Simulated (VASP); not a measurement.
# CrO2 (P4_2/mnm) in VASP: band structure with PBE

Aim: the band structure of CrO2 with PBE.

All numbers are computed with VASP 6.6.1; they aren't measurements. Logs are shortened: lines on timing, memory, paths and dates and some standing lists are left out, and cuts for length are marked.

## (1) The crystal as given

The structure is tetragonal, space group P4_2/mnm (No. 136). Conventional cell: a = 4.423 Å, b = 4.423 Å, c = 2.918 Å, α = 90.00°, β = 90.00°, γ = 90.00°. Cr (site symmetry mmm) has 6 O at 1.88 to 1.92 Å as nearest neighbours. O (site symmetry m2m) is surrounded by 3 Cr at 1.88 to 1.92 Å.

## (2) Band structure, PBE, collinear spin, ferromagnetic start

File INCAR:

```
  PREC = Accurate
  ENCUT = 520
  EDIFF = 1E-7
  ISMEAR = -1
  SIGMA = 0.05
  LREAL = F
  LASPH = T
  NELM = 120
  ALGO = Fast
  ISIF = 2
  LWAVE = F
  LCHARG = F
  ISPIN = 2
  MAGMOM = 3 3 0 0 0 0
  LORBIT = 11
  LMAXMIX = 4
  GGA = PE
  NBANDS = 37
```

File KPOINTS:

```
regular mesh
0
Gamma
  8 8 12
```

File POSCAR:

```
CrO2
1.0
    4.4230000000      0.0000000000      0.0000000000
    0.0000000000      4.4230000000      0.0000000000
    0.0000000000      0.0000000000      2.9180000000
Cr O
2 4
Direct
    0.0000000000      0.0000000000      0.0000000000
    0.5000000000      0.5000000000      0.5000000000
    0.3010000000      0.3010000000      0.0000000000
    0.1990000000      0.8010000000      0.5000000000
    0.6990000000      0.6990000000      0.0000000000
    0.8010000000      0.1990000000      0.5000000000
```

File KPOINTS_OPT:

```
path GXMGZRAZ,XR,MA
20
line-mode
reciprocal
 0.0000000000  0.0000000000  0.0000000000  G
 0.0000000000  0.5000000000  0.0000000000  X

 0.0000000000  0.5000000000  0.0000000000  X
 0.5000000000  0.5000000000  0.0000000000  M

 0.5000000000  0.5000000000  0.0000000000  M
 0.0000000000  0.0000000000  0.0000000000  G

 0.0000000000  0.0000000000  0.0000000000  G
 0.0000000000  0.0000000000  0.5000000000  Z

 0.0000000000  0.0000000000  0.5000000000  Z
 0.0000000000  0.5000000000  0.5000000000  R

 0.0000000000  0.5000000000  0.5000000000  R
 0.5000000000  0.5000000000  0.5000000000  A

 0.5000000000  0.5000000000  0.5000000000  A
 0.0000000000  0.0000000000  0.5000000000  Z

 0.0000000000  0.5000000000  0.0000000000  X
 0.0000000000  0.5000000000  0.5000000000  R

 0.5000000000  0.5000000000  0.0000000000  M
 0.5000000000  0.5000000000  0.5000000000  A
```

Potentials or basis: VASP PAW PBE potentials, release 64 (Cr_pv, O).

On the command line:

```
cat potpaw_PBE.64/Cr_pv/POTCAR potpaw_PBE.64/O/POTCAR > POTCAR
mpirun -np 1 vasp_std > vasp.out
```

OUTCAR:

```text
PREC = Accurate
   ENCUT = 520
   EDIFF = 1E-7
   ISMEAR = -1
   LREAL = F
   LASPH = T
   NELM = 120
   ISIF = 2
   ISPIN = 2
   LORBIT = 11
   GGA = PE

 ion  position               nearest neighbor table
   1  0.000  0.000  0.000-   3 1.88   5 1.88   4 1.92   6 1.92   4 1.92   6 1.92
   2  0.500  0.500  0.500-   4 1.88   6 1.88   5 1.92   3 1.92   3 1.92   5 1.92
   3  0.301  0.301  0.000-   1 1.88   2 1.92   2 1.92
   4  0.199  0.801  0.500-   2 1.88   1 1.92   1 1.92
   5  0.699  0.699  0.000-   1 1.88   2 1.92   2 1.92
   6  0.801  0.199  0.500-   2 1.88   1 1.92   1 1.92

  LATTYP: Found a simple tetragonal cell.
 ALAT       =     4.4230000000
 C/A-ratio  =     0.6597332128

  Lattice vectors:

 A1 = (   4.4230000000,   0.0000000000,   0.0000000000)
 A2 = (   0.0000000000,   4.4230000000,   0.0000000000)
 A3 = (   0.0000000000,   0.0000000000,   2.9180000000)

Analysis of symmetry for initial positions (statically):
=====================================================================
 Subroutine PRICEL returns:
 Original cell was already a primitive cell.

 Routine SETGRP: Setting up the symmetry group for a
 simple tetragonal supercell.

 Subroutine GETGRP returns: Found 16 space group operations
 (whereof  8 operations were pure point group operations)
 out of a pool of 16 trial point group operations.

The static configuration has the point symmetry D_2h.
 The point group associated with its full space group is D_4h.

Analysis of symmetry for dynamics (positions and initial velocities):
=====================================================================
 Subroutine PRICEL returns:
 Original cell was already a primitive cell.

 Routine SETGRP: Setting up the symmetry group for a
 simple tetragonal supercell.

 Subroutine GETGRP returns: Found 16 space group operations
 (whereof  8 operations were pure point group operations)
 out of a pool of 16 trial point group operations.

The dynamic configuration has the point symmetry D_2h.
 The point group associated with its full space group is D_4h.

Analysis of structural, dynamic, and magnetic symmetry:
=====================================================================
 Subroutine PRICEL returns:
 Original cell was already a primitive cell.

 Routine SETGRP: Setting up the symmetry group for a
 simple tetragonal supercell.

 Subroutine GETGRP returns: Found 16 space group operations
 (whereof  8 operations were pure point group operations)
 out of a pool of 16 trial point group operations.

The overall configuration has the point symmetry D_2h.
 The point group associated with its full space group is D_4h.

 Subroutine INISYM returns: Found 16 space group operations
 (whereof  8 operations are pure point group operations),
 and found     1 'primitive' translations

----------------------------------------------------------------------------------------

                                     Primitive cell

  volume of cell :      57.0846

  direct lattice vectors                    reciprocal lattice vectors
     4.423000000  0.000000000  0.000000000     0.226090889  0.000000000  0.000000000
     0.000000000  4.423000000  0.000000000     0.000000000  0.226090889  0.000000000
     0.000000000  0.000000000  2.918000000     0.000000000  0.000000000  0.342700480

  length of vectors
     4.423000000  4.423000000  2.918000000     0.226090889  0.226090889  0.342700480

  position of ions in fractional coordinates (direct lattice)
     0.000000000  0.000000000  0.000000000
     0.500000000  0.500000000  0.500000000
     0.301000000  0.301000000  0.000000000
     0.199000000  0.801000000  0.500000000
     0.699000000  0.699000000  0.000000000
     0.801000000  0.199000000  0.500000000

  ion indices of the primitive-cell ions
   primitive index   ion index
                 1           1
                 2           2
                 3           3
                 4           4
                 5           5
                 6           6

----------------------------------------------------------------------------------------

 KPOINTS: regular mesh

Automatic generation of k-mesh.
[... 48 lines left out ...]
   k-points           NKPTS =    105   k-points in BZ     NKDIM =    105   number of bands    NBANDS=     37
   number of dos      NEDOS =    301   number of ions     NIONS =      6
   total plane-waves  NPLWV =  31104
   dimension x,y,z NGX =    36 NGY =   36 NGZ =   24
   dimension x,y,z NGXF=    72 NGYF=   72 NGZF=   48
   ions per type =               2   4
   NGX,Y,Z   is equivalent  to a cutoff of  13.53, 13.53, 13.67 a.u.
   NGXF,Y,Z  is equivalent  to a cutoff of  27.06, 27.06, 27.35 a.u.
 SYSTEM =  unknown system
   PREC   = accura    normal or accurate (medium, high low for compatibility)
   ISTART =      0    job   : 0-new  1-cont  2-samecut
   ICHARG =      2    charge: 1-file 2-atom 10-const
   ISPIN  =      2    spin polarized calculation?
   LNONCOLLINEAR =      F non collinear calculations
   LSORBIT =      F    spin-orbit coupling
   LASPH  =      T    aspherical Exc in radial PAW
   ENCUT  =  520.0 eV  38.22 Ry    6.18 a.u.   8.22  8.22  5.43*2*pi/ulx,y,z
   NELM   =    120;   NELMIN=  2; NELMDL= -5     # of ELM steps
   EDIFF  = 0.1E-06   stopping-criterion for ELM
   LREAL  =      F    real-space projection
   EDIFFG = 0.1E-05   stopping-criterion for IOM
   NSW    =      0    number of steps for IOM
   IBRION =     -1    ionic relax: 0-MD 1-quasi-New 2-CG
   NFREE  =      0    steps in history (QN), initial steepest desc. (CG)
   ISIF   =      2    stress and relaxation
   ISYM   =      2    0-nonsym 1-usesym 2-fastsym
   POTIM  = 0.5000    time-step for ionic-motion
   TEBEG  =    0.0;   TEEND  =   0.0 temperature during run
   PSTRESS=    0.0 pullay stress
   NELECT =      48.0000    total number of electrons
   NUPDOWN=      -1.0000    fix difference up-down
   EMIN   =  10.00;   EMAX   =-10.00  energy-range for DOS
   EFERMI =   0.00;   METHOD = LEGACY
   ISMEAR =    -1;   SIGMA  =   0.05  broadening in eV -4-tet -1-fermi 0-gaus
   EFERMI_NEDOS =   21; number of points for ismear=-14 and -15
   IALGO  =     68    algorithm
   IMIX   =      4    mixing-type and parameters
     AMIX     =   0.40;   BMIX     =  1.00
     AMIX_MAG =   1.60;   BMIX_MAG =  1.00
  volume/ion in A,a.u.               =       9.51        64.20
  Fermi-wavevector in a.u.,A,eV,Ry     =   1.545191  2.919988 32.485480  2.387615
  Thomas-Fermi vector in A             =   2.650605
   LORBIT       =     11    0 simple, 1 ext, 2 COOP (PROOUT), +10 PAW based schemes
   GGA     = PE    functional components
   LHFCALC =     F    Hartree Fock is set to
   AEXX    =    0.0000 exact exchange contribution
   IVDW    =     0    specifies the selected vdW correction
   LEPSILON=     F    determine dielectric tensor
   LRPA    =     F    only Hartree local field effects (RPA)
 spin polarized calculation
 RMM-DIIS sequential band-by-band and
  energy-cutoff  :      520.00
  volume of cell :       57.08
 maximum number of plane-waves:      1567
 NGX is ok and might be reduce to    36
   NGX = 17   NGY = 17   NGZ = 11

 number of electron      48.0000028 magnetization       3.9999929

 Free energy of the ion-electron system (eV)
  ---------------------------------------------------
  ext. energy  EPLUGINS =         0.00000000
  ---------------------------------------------------
  free energy    TOTEN  =       -50.34416817 eV

  energy without entropy =      -50.33219914  energy(sigma->0) =      -50.33818365

 E-fermi :   5.6559     XC(G=0): -11.9049

 val. band max:        5.6517890352   @ k =   0.1250   0.1250   0.5000
 cond. band min:       5.6581465841   @ k =   0.1250   0.1250   0.1667
 fundamental gap:      0.0063575489
 Fermi energy:         5.6558815810

 spin component 1

 k-point     1 :       0.0000    0.0000    0.0000
  band No.  band energies     occupation
      1     -39.2793      1.00000
      2     -39.2793      1.00000
      3     -39.1547      1.00000
      4     -39.1547      1.00000
      5     -39.0725      1.00000
      6     -39.0584      1.00000
[... 925 lines left out ...]
     35      15.8624      0.00000
     36      15.8624      0.00000

 [... further k-points ...]

 spin component 2

 k-point     1 :       0.0000    0.0000    0.0000
  band No.  band energies     occupation
      1     -37.2736      1.00000
      2     -37.2736      1.00000
      3     -36.9273      1.00000
      4     -36.9273      1.00000
      5     -36.6957      1.00000
      6     -36.6788      1.00000
[... 925 lines left out ...]
     35      18.9221      0.00000
     36      18.9324      0.00000

 [... further k-points ...]

 [bands above 36 left out]

------------------------ aborting loop because EDIFF is reached ----------------------------------------

  FORCE on cell =-STRESS in cart. coord.  units (eV):
  Direction    XX          YY          ZZ          XY          YZ          ZX
  --------------------------------------------------------------------------------------
  -------------------------------------------------------------------------------------
  Total        1.0818956      1.0818956      0.7634115      0.0000000      0.0000000      0.0000000
  in kB       30.3652423     30.3652423     21.4264439      0.0000000      0.0000000      0.0000000
  external PRESSURE =      27.3856428 kB  Pullay stress =       0.0000000 kB

 VOLUME and BASIS-vectors are now :
 -----------------------------------------------------------------------------
  energy-cutoff  :      520.00
  volume of cell :       57.08
      direct lattice vectors                 reciprocal lattice vectors
     4.423000000  0.000000000  0.000000000     0.226090889  0.000000000  0.000000000
     0.000000000  4.423000000  0.000000000     0.000000000  0.226090889  0.000000000
     0.000000000  0.000000000  2.918000000     0.000000000  0.000000000  0.342700480

 POSITION                                       TOTAL-FORCE (eV/Angst)
 -----------------------------------------------------------------------------------
      0.00000      0.00000      0.00000         0.000000      0.000000      0.000000
      2.21150      2.21150      1.45900         0.000000      0.000000      0.000000
      1.33132      1.33132      0.00000         0.185313      0.185313      0.000000
      0.88018      3.54282      1.45900        -0.185313      0.185313      0.000000
      3.09168      3.09168      0.00000        -0.185313     -0.185313     -0.000000
      3.54282      0.88018      1.45900         0.185313     -0.185313     -0.000000
 -----------------------------------------------------------------------------------
    total drift:                                0.000000      0.000000      0.000000

  FREE ENERGIE OF THE ION-ELECTRON SYSTEM (eV)
  ---------------------------------------------------
  free  energy   TOTEN  =       -50.3441681661 eV

  energy  without entropy=      -50.3321991438  energy(sigma->0) =      -50.33818365

 total charge

# of ion       s       p       d       tot
------------------------------------------
    1        0.365   6.463   4.027  10.855
    2        0.365   6.463   4.027  10.855
    3        1.572   3.463   0.000   5.035
    4        1.572   3.463   0.000   5.035
    5        1.572   3.463   0.000   5.035
    6        1.572   3.463   0.000   5.035
--------------------------------------------------
tot          7.019  26.778   8.053  41.850

 magnetization (x)

# of ion       s       p       d       tot
------------------------------------------
    1        0.024   0.032   2.041   2.097
    2        0.024   0.032   2.041   2.097
    3       -0.003  -0.071   0.000  -0.073
    4       -0.003  -0.071   0.000  -0.073
    5       -0.003  -0.071   0.000  -0.073
    6       -0.003  -0.071   0.000  -0.073
--------------------------------------------------
tot          0.038  -0.220   4.081   3.899
```

Wall time 6.8 min (1 thread of Intel Xeon 6975P-C (Granite Rapids), shared host); peak memory 0.62 GiB.

Results:

* Free energy: -50.3442 eV
* Pressure: 2.7 GPa
* Largest force: 0.262 eV/Å
* Band gap along the path: none (metal or under the smearing width)
* Net moment: 4.00 μB per cell
* Site moments: Cr +2.10; O -0.07 μB
* Valence electrons inside the program's atomic spheres: Cr 10.86; O 5.04

Forces on the atoms (eV/Å):
```
Cr   0.000  0.000  0.000
Cr   0.000  0.000  0.000
O    0.185  0.185  0.000
O   -0.185  0.185  0.000
O   -0.185 -0.185  0.000
O    0.185 -0.185  0.000
```

Stress tensor (GPa, compression positive):
```
3.04 0.00 0.00
0.00 3.04 0.00
0.00 0.00 2.14
```

Levels at the corners of the path, in eV from the Fermi level:
Spin up:
```csv
point,band 24,band 25,band 26,band 27,band 28,band 29
Γ,-1.19,-1.15,-1.15,-0.61,1.15,1.20
X,-0.83,-0.29,-0.29,0.34,0.34,3.35
X,-0.83,-0.29,-0.29,0.34,0.34,3.35
M,-1.53,-1.12,-1.12,0.91,0.91,2.77
M,-1.53,-1.12,-1.12,0.91,0.91,2.77
Γ,-1.19,-1.15,-1.15,-0.61,1.15,1.20
Γ,-1.19,-1.15,-1.15,-0.61,1.15,1.20
Z,-0.69,0.03,0.03,0.73,0.73,2.51
Z,-0.69,0.03,0.03,0.73,0.73,2.51
R,-1.44,-0.69,-0.69,0.93,0.93,1.65
R,-1.44,-0.69,-0.69,0.93,0.93,1.65
A,-0.69,-0.18,-0.18,0.01,0.01,2.90
A,-0.69,-0.18,-0.18,0.01,0.01,2.90
Z,-0.69,0.03,0.03,0.73,0.73,2.51
X,-0.83,-0.29,-0.29,0.34,0.34,3.35
R,-1.44,-0.69,-0.69,0.93,0.93,1.65
M,-1.53,-1.12,-1.12,0.91,0.91,2.77
A,-0.69,-0.18,-0.18,0.01,0.01,2.90
```
Spin down:
| point | band 20 | band 21 | band 22 | band 23 | band 24 | band 25 |
| --- | --- | --- | --- | --- | --- | --- |
| Γ | -1.37 | -1.37 | -0.90 | 0.89 | 0.93 | 1.20 |
| X | -2.88 | -1.70 | -1.70 | 1.57 | 1.57 | 1.84 |
| X | -2.88 | -1.70 | -1.70 | 1.57 | 1.57 | 1.84 |
| M | -2.52 | -2.23 | -2.23 | 0.94 | 0.94 | 1.22 |
| M | -2.52 | -2.23 | -2.23 | 0.94 | 0.94 | 1.22 |
| Γ | -1.37 | -1.37 | -0.90 | 0.89 | 0.93 | 1.20 |
| Γ | -1.37 | -1.37 | -0.90 | 0.89 | 0.93 | 1.20 |
| Z | -3.62 | -2.55 | -2.55 | 1.67 | 1.67 | 2.13 |
| Z | -3.62 | -2.55 | -2.55 | 1.67 | 1.67 | 2.13 |
| R | -3.09 | -2.05 | -2.05 | 0.68 | 0.68 | 2.15 |
| R | -3.09 | -2.05 | -2.05 | 0.68 | 0.68 | 2.15 |
| A | -2.41 | -1.61 | -1.61 | 1.32 | 1.32 | 1.96 |
| A | -2.41 | -1.61 | -1.61 | 1.32 | 1.32 | 1.96 |
| Z | -3.62 | -2.55 | -2.55 | 1.67 | 1.67 | 2.13 |
| X | -2.88 | -1.70 | -1.70 | 1.57 | 1.57 | 1.84 |
| R | -3.09 | -2.05 | -2.05 | 0.68 | 0.68 | 2.15 |
| M | -2.52 | -2.23 | -2.23 | 0.94 | 0.94 | 1.22 |
| A | -2.41 | -1.61 | -1.61 | 1.32 | 1.32 | 1.96 |

Caveat: semilocal functionals often make such compounds metallic where correlation or magnetic order opens a gap, which also shifts bond lengths; only a ferromagnetic start was run, and an antiferromagnetic order may lie lower in energy.
